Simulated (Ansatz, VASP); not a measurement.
PbSe (Clausthalite) in VASP and in Ansatz

```
Pb Se
1.0
     0.00000    3.06065    3.06065
     3.06065    0.00000    3.06065
     3.06065    3.06065    0.00000
Pb Se
1 1
Direct
  0.99775 0.99684 0.99940
  0.50309 0.50000 0.49270
```

Change from the starting cell: atoms moved at random, drawn with an rms of 0.05 Å.

Alike in both runs: task single point; functional PBE; k mesh 8 × 8 × 8; occupations fermi-dirac, width 0.05 eV; no spin polarisation.

|  | VASP | Ansatz |
| --- | --- | --- |
| version | VASP 6.6.1 | Ansatz 0.2.0 |
| potentials or method | VASP PAW PBE potentials, release 64 (Pb_d, Se) | Ansatz PAW |
| plane-wave cutoff (eV) | 520 | 420 |
| valence electrons in the cell | 20 | 30 |

Ansatz gave:

- gap on the k mesh at the Fermi level (eV): 0.29
- least direct gap on the mesh (eV): 0.29
- pressure (GPa): 2.4
- rms of the force components (eV/Å): 0.009

Q: Estimate VASP's values.

A: gap on the k mesh at the Fermi level (eV): 0.29; least direct gap on the mesh (eV): 0.29; pressure (GPa): 2.4; rms of the force components (eV/Å): 0.010.

Atom by atom the forces differ by 0.000 eV/Å (rms over components). The two sets of potentials don't hold the same shells in valence.

Caveats: spin-orbit coupling is left out, which as a rule narrows the gap of such compounds by several tenths of an eV. A k mesh can miss the band edges.
